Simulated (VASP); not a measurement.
# SnO2: 3 phases side by side

Wanted: relative energies and volumes of the phases of SnO2 at several levels. Phases are named by their space groups. Left out of the table: Pnnm, which relaxed into a phase listed. The structure below is that of the Pbcn phase.

Method: LDA; plane waves and PAW (Sn_d, O), in the first sound run; inputs show where later runs differ, in VASP 6.6.1.

Most raw output is cut from this account.

## Step 1: Starting point

The structure is orthorhombic, space group Pbcn (No. 60). Conventional cell: a = 4.735 Å, b = 5.751 Å, c = 5.247 Å, α = 90.00°, β = 90.00°, γ = 90.00°. Sn has 6 O at 2.04 to 2.11 Å nearest. O has 3 Sn at 2.04 to 2.11 Å nearest. Farther neighbours and most contacts between anions are not listed.

As a file:

```cif
data_structure
_symmetry_space_group_name_H-M 'Pbcn'
_symmetry_Int_Tables_number 60
_cell_length_a 4.7351
_cell_length_b 5.7509
_cell_length_c 5.2471
_cell_angle_alpha 90.000
_cell_angle_beta 90.000
_cell_angle_gamma 90.000
_cell_volume 142.89
loop_
_atom_site_label
_atom_site_type_symbol
_atom_site_symmetry_multiplicity
_atom_site_Wyckoff_symbol
_atom_site_fract_x
_atom_site_fract_y
_atom_site_fract_z
_atom_site_occupancy
Sn1 Sn 4 c 0.50000 0.66545 0.75000 1
O1 O 8 d 0.73031 0.60712 0.07860 1
```

## Step 2: Relax the crystal, LDA

One member in full, the Pbcn phase: cell and atoms relax with the symmetry of the start.

This step took 2 runs in a row; the last is shown.

Level: LDA; plane waves and PAW (Sn_d, O).

Contents of INCAR:

```
SYSTEM = SnO2
PREC = Accurate
ENCUT = 520
EDIFF = 1E-06
NELM = 120
ISMEAR = 0
SIGMA = 0.02
LREAL = .FALSE.
ALGO = Normal
GGA = CA
NBANDS = 64
LASPH = .TRUE.
LORBIT = 11
LWAVE = .FALSE.
LCHARG = .FALSE.
KPAR = 4
IBRION = 2
NSW = 60
ISIF = 3
EDIFFG = -0.01
POTIM = 0.4
```

Contents of POSCAR:

```
SnO2
1.0
    4.7073109693      0.0000000000      0.0000000000
    0.0000000000      5.7072434256      0.0000000000
    0.0000000000      0.0000000000      5.2137123369
Sn O
4 8
Direct
    0.5000000000      0.6672142641      0.7500000000
    0.0000000000      0.8327857359      0.2500000000
    0.5000000000      0.3327857359      0.2500000000
    0.0000000000      0.1672142641      0.7500000000
    0.7311359405      0.6048805077      0.0776815180
    0.2311359405      0.8951194923      0.9223184820
    0.7688640595      0.8951194923      0.5776815180
    0.2688640595      0.6048805077      0.4223184820
    0.7311359405      0.3951194923      0.5776815180
    0.2311359405      0.1048805077      0.4223184820
    0.7688640595      0.1048805077      0.0776815180
    0.2688640595      0.3951194923      0.9223184820
```

Contents of KPOINTS:

```
Automatic mesh
0
Gamma
5 4 5
0 0 0
```

Potentials, in the order of the species: Sn_d and O (LDA family, release 64).

The run is started by

```bash
mpirun -np 4 vasp_std
```

The job ended after 29 s (4 MPI ranks of Intel Xeon 6975P-C (Granite Rapids), shared host; peak memory 1.2 GiB).

Read from the output:

```
energy(sigma→0) of the program : -84.4169 eV
stress, compression positive   : xx, yy, zz 0.06, -0.08, 0.03 GPa
volume                         : 140.070 Å³
ionic steps                    : 1
```

## Step 3: Energy at another level, r2SCAN

The relaxed cell is held, and its energy is taken at another level.

Level: r2SCAN; plane waves and PAW (Sn_d, O).

Contents of INCAR:

```
SYSTEM = SnO2
PREC = Accurate
ENCUT = 520
EDIFF = 1E-06
NELM = 100
ISMEAR = 0
SIGMA = 0.02
LREAL = .FALSE.
ALGO = Normal
METAGGA = R2SCAN
LASPH = .TRUE.
NBANDS = 64
LORBIT = 11
LWAVE = .FALSE.
LCHARG = .FALSE.
KPAR = 4
```

POSCAR is that of step 2.

KPOINTS is that of step 2.

The run is started by

```bash
mpirun -np 4 vasp_std
```

The job ended after 87 s (4 MPI ranks; peak memory 1.4 GiB).

Numbers from this step:

| Property | Result |
| --- | --- |
| energy(sigma→0) of the program | -1759.0568 eV |
| stress, compression positive | xx, yy, zz 4.23, 3.89, 4.02 GPa |

The run ends at a pressure of 4.05 GPa, with forces up to 0.069 eV/Å.

## Step 4: Energy at another level, r2SCAN+rVV10

Level: r2SCAN with rVV10; plane waves and PAW (Sn_d, O).

INCAR, as its differences from that of step 3:

```diff
@@ -10,2 +10,6 @@
 METAGGA = R2SCAN
+LUSE_VDW = .TRUE.
+IVDW_NL = 2
+BPARAM = 11.95
+CPARAM = 0.0093
 LASPH = .TRUE.
```

POSCAR is that of step 3.

KPOINTS is that of step 3.

The run is started by

```bash
mpirun -np 4 vasp_std
```

Wall time 2.1 min (4 MPI ranks); peak memory 2.3 GiB; 8.5 min of CPU time.

Numbers from this step:

| Property | Result |
| --- | --- |
| energy(sigma→0) of the program | -1756.4139 eV |
| stress, compression positive | xx, yy, zz 2.82, 2.52, 2.73 GPa |

The run ends at a pressure of 2.69 GPa, with forces up to 0.071 eV/Å.

## Step 5: Dielectric response, LDA

Linear response on the relaxed cell.

Level: LDA; plane waves and PAW (Sn_d, O).

Contents of INCAR:

```
SYSTEM = SnO2
PREC = Accurate
ENCUT = 520
EDIFF = 1E-08
NELM = 120
ISMEAR = 0
SIGMA = 0.02
LREAL = .FALSE.
ALGO = Normal
GGA = CA
NBANDS = 64
LASPH = .TRUE.
LWAVE = .FALSE.
LCHARG = .FALSE.
KPAR = 4
LEPSILON = .TRUE.
IBRION = 8
NSW = 1
```

POSCAR is that of step 4.

Contents of KPOINTS:

```
Automatic mesh
0
Gamma
7 6 7
0 0 0
```

The run is started by

```bash
mpirun -np 4 vasp_std
```

It took 33 min on 4 MPI ranks; peak memory 9.6 GiB; 2.2 h of CPU time.

Read from the output:

| Quantity | Value |
| --- | --- |
| ε∞, diagonal | 4.52, 4.56, 4.65 |

## Step 6: The whole series

Hybrid runs start from orbitals of a short LDA run, not shown.

Runs beyond LDA use the data sets made with LDA; this shifts their levels slightly, and their total energies have another zero.

The other members went through these steps as far as the tables show, with one cutoff; 20 runs are not shown, of which 1 ended short or failed. The session took 4.1 core hours (wall time by ranks) on a shared machine.

Gaps are left out of the table: they were read on meshes alone, which can miss band edges, and a phase here has under a picked 1.5 eV.

Energies from the P4_2/mnm phase; other levels are single points on the cells relaxed at LDA.

```csv
phase,atoms,space group at the start,space group relaxed,volume (Å³/f.u.),"energy, LDA (meV/f.u.)","energy, r2SCAN (meV/f.u.)","energy, r2SCAN+rVV10 (meV/f.u.)"
P4_2/mnm,6,136,136,35.7,0.0,0.0,0.0
Pbcn,12,60,60,35.0,36.5,52.7,43.0
Pa-3,12,205,205,32.7,210.3,293.8,249.5
```

```csv
phase,ε∞ (mean),static ε (mean),lowest optical mode (cm⁻¹)
P4_2/mnm,,,
Pbcn,4.58,12.34,139.04
Pa-3,,,
```

A blank entry does not apply, was not run or did not finish.

## Step 7: Results

```json
{
  "lowest at LDA": "P4_2/mnm, 36.5 meV/f.u. under Pbcn",
  "lowest at r2SCAN": "P4_2/mnm, 52.7 meV/f.u. under Pbcn",
  "lowest at r2SCAN+rVV10": "P4_2/mnm, 43.0 meV/f.u. under Pbcn"
}
```

**Reading.** The single points sit under pressure or tension of up to 4.5 GPa in size, which can shift small margins between phases of unlike volume. All levels put the same phase lowest. Meshes were set by a spacing in reciprocal space, rounded up for each cell and run, and were not tested; margins of about 10 meV per atom that involve metallic or gapless phases need denser ones. Dielectric columns are linear response at the first level, on meshes of their own. Only the first level is at its own zero pressure; the others are single points under whatever pressure they find in these cells, which can shift small differences. Vibrations, surfaces and strain are left out.

[Lines on the potential files, build, host, timing and source positions are cut from VASP's logs without a mark.]

[Logs are printed without paths, hosts, clocks, repeated set-up lines and the standing remarks that a program may print on its own settings, such as how far it seeks lower states.]

[Hosts, paths, dates, database ids (printed as entryN), source tags and the programs' standing remarks are cut or masked in the printed files.]
